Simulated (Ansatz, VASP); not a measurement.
Hf in VASP and in Ansatz

```
Hf
1.0
    -1.74533    1.74533    1.74533
     1.74533   -1.74533    1.74533
     1.74533    1.74533   -1.74533
Hf
1
Direct
  0.00000 0.00000 0.00000
```

Alike in both runs: functional PBEsol; k mesh 16 × 16 × 16; occupations gaussian, width 0.1 eV; no spin polarisation.

Ansatz relaxed the structure, and its values are those at the end. VASP's run is a single point on that final structure, the one shown.

|  | VASP | Ansatz |
| --- | --- | --- |
| version | VASP 6.6.1 | Ansatz 0.2.0 |
| potentials or method | VASP PAW PBE potentials, release 64 (Hf_pv) | scalar-relativistic, plane waves, PAW |
| plane-wave cutoff (eV) | 520 | 420 |
| valence electrons in the cell | 10 | 26 |

Ansatz gave:

- gap on the k mesh at the Fermi level (eV): none
- pressure (GPa): 0.0

Q: Which values does VASP return?

A: gap on the k mesh at the Fermi level (eV): none; pressure (GPa): -0.3.

A gap of «none» marks a metal or a gap that the smearing closes. The functional is the same, so the differences come from potentials, cutoffs and numerics. The two sets of potentials don't hold the same shells in valence.

Caveats: the PAW data sets were made with another functional, which shifts forces and pressure a little (VASP). The runs have no spin-orbit coupling, so splittings on Hf are missing.
